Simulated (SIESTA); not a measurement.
## Pd under changes of volume

One of the cells (15.858 Å³/atom); the others are scaled copies at fixed shape and fractional positions:

```
CELL_PARAMETERS angstrom
-1.58269 1.58269 1.58269
1.58269 -1.58269 1.58269
1.58269 1.58269 -1.58269
ATOMIC_POSITIONS crystal
Pd 0.00000 0.00000 0.00000
```

This isn't the form of Pd at room conditions, which is fcc.

- Program: SIESTA 5.4.2
- Functional: PBEsol
- Potentials or basis: PseudoDojo 0.4 standard (PBEsol files)
- Basis: DZP (energy shift 0.003 Ry; two zetas on semicore shells)
- Grid cutoff: 800 Ry
- Energy shift: 0.003 Ry
- k mesh: 12 × 12 × 12
- Occupations: fermi-dirac, width 0.05 eV
- Spin: no spin polarisation

```tsv
volume (Å³/atom)	energy over the lowest point (meV/atom)	pressure (GPa)
14.614	0.00	1.3
14.925	1.73	-2.7
15.236	10.61	-6.0
15.858	45.70	-11.7
16.169	70.82	-13.9
16.480	?	?
```

Q: What does the run at 16.480 Å³/atom give?

A: Energy over the lowest point 99.89 meV/atom; pressure -15.8 GPa.

Worked out: A Birch-Murnaghan fit of order 3 (a polynomial in V^(-2/3)) to the other rows has its minimum at 14.69 Å³/atom with B0 = V·E''(V) = 185 GPa and B' = 4.9. It gives 100.08 meV/atom at 16.480 Å³/atom, against the run's 99.89, and -dE/dV = -16.1 GPa, against -15.8.

Energies are extrapolated to zero smearing.

Caveats: the basis of atomic orbitals isn't converged, which shifts pressures, moduli and gaps.
